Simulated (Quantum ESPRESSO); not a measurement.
Write the native input for Quantum ESPRESSO 7.5 that does the following.

* Task: single point
* Functional: PBE
* Potentials or basis: SSSP 1.3 efficiency PBE
* Cutoff: 748 eV
* Density cutoff: 5987 eV
* k mesh: 12 × 12 × 12
* Occupations: fermi-dirac, width 0.05 eV
* Spin: no spin polarisation
* Mixing beta: 0.5
* Most SCF iterations: 120
* SCF threshold: 2e-10 Ry

Crystal: Al.

```
Al
1.0
    -1.59122    1.59122    1.59122
     1.59122   -1.59122    1.59122
     1.59122    1.59122   -1.59122
Al
1
Cartesian
  0.0000 0.0000 0.0000
```

This isn't the form of Al at room conditions, which is fcc.

The input as run:

pw.in

```
&CONTROL
  calculation = 'scf'
  prefix = 'pwscf'
  outdir = './tmp'
  pseudo_dir = './pseudo'
  tprnfor = .true.
  tstress = .true.
  disk_io = 'nowf'
/
&SYSTEM
  ibrav = 0
  nat = 1
  ntyp = 1
  ecutwfc = 55
  ecutrho = 440
  nbnd = 6
  occupations = 'smearing'
  smearing = 'fd'
  degauss = 0.00367493
/
&ELECTRONS
  conv_thr = 2d-10
  electron_maxstep = 120
  mixing_beta = 0.5
/
ATOMIC_SPECIES
Al    26.9815 Al.pbe-n-kjpaw_psl.1.0.0.UPF
CELL_PARAMETERS angstrom
  -1.5912186900    1.5912186900    1.5912186900
   1.5912186900   -1.5912186900    1.5912186900
   1.5912186900    1.5912186900   -1.5912186900
ATOMIC_POSITIONS crystal
Al     0.0000000000    0.0000000000    0.0000000000
K_POINTS automatic
12 12 12 0 0 0
```

Potentials or basis: SSSP 1.3 efficiency PBE.

The run is started by

```console
$ OMP_NUM_THREADS=1 pw.x -in pw.in > pw.out
```

It gave:

* Pressure: 3.8 GPa
* Band gap on the k mesh: none (metal or under the smearing width)

Run time: 6.4 s on 1 thread of Intel(R) Xeon(R) Platinum 8559C (Emerald Rapids), on a shared host, peak memory 0.11 GiB.
